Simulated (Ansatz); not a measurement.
All numbers below come from DFT PBE, scalar-relativistic, plane waves, PAW (Ansatz). Settings: cutoff 420 eV, Γ-centred meshes spaced at most about 0.3 Å⁻¹, and about 0.25 Å⁻¹ or finer for metals (2π included), Gaussian smearing. No spin polarisation.

Temperature and zero-point effects are left out.

Question: Order these relaxed structures of Si4Se3 by energy, lowest first, with the energy over the lowest of them.
A.

```
CELL_PARAMETERS angstrom
-3.49241 3.49241 3.89213
3.49241 -3.49241 3.89213
3.49241 3.49241 -3.89213
ATOMIC_POSITIONS crystal
Si 0.89957 0.14252 0.24295
Si 0.89957 0.65661 0.75705
Si 0.14252 0.89957 0.24295
Si 0.65661 0.89957 0.75705
Se 0.68732 0.18732 0.50000
Se 0.18732 0.68732 0.50000
Se 0.64350 0.64350 0.00000
```

B.

```
CELL_PARAMETERS angstrom
3.68172 0.00000 0.00000
0.00000 3.81923 0.00000
0.00000 0.00000 27.22009
ATOMIC_POSITIONS crystal
Si 0.50000 0.50000 0.80863
Si 0.50000 0.00000 0.75925
Si 0.00000 0.50000 0.16756
Si 0.50000 0.00000 0.06586
Si 0.50000 0.50000 0.11578
Si 0.00000 0.50000 0.41358
Si 0.50000 0.00000 0.51527
Si 0.00000 0.00000 0.46353
Se 0.00000 0.50000 0.86189
Se 0.00000 0.00000 0.70602
Se 0.00000 0.00000 0.21945
Se 0.00000 0.00000 0.01229
Se 0.50000 0.50000 0.36008
Se 0.50000 0.50000 0.56721
```

C.

```
CELL_PARAMETERS angstrom
1.87000 1.07964 12.65421
-1.87000 1.07964 12.65421
0.00000 -2.15929 12.65421
ATOMIC_POSITIONS crystal
Si 0.15815 0.15815 0.15815
Si 0.84186 0.84186 0.84186
Si 0.29135 0.29135 0.29135
Si 0.70865 0.70865 0.70865
Se 0.58981 0.58981 0.58981
Se 0.41019 0.41019 0.41019
Se 0.00000 0.00000 0.00000
```

Answer: B (0 meV/atom), C (236 meV/atom), A (339 meV/atom). Forms: B Pmm2; C R-3m; A I4mm. Counting Se atoms around Si (those within 1.25 times the shortest such distance or 1.15 times the sum of covalent radii, 1.27 where that leaves under three; a plus sign parts nearer from farther groups; the shortest distance is added where it exceeds 1.18 times the sum of covalent radii; a slash parts the counts of unlike sites): B has Si 2/8 from 3.9 Å; C has Si 3+3 from 3.8 Å/6; A has Si 2+1. B holds Si–Si nets (shortest 2.32 Å); C holds Si–Si nets (shortest 2.25 Å); A holds Si–Si units of three or more atoms (shortest 2.40 Å). All come from invented guesses.

Weakly bound directions are ill-defined at this level, which has no dispersion term (Pmm2, R-3m), and this can change margins and order among such cells. Cells relaxed within their symmetry can be saddle points. Some candidate types were left out of the draw beforehand, so a known form may be missing.
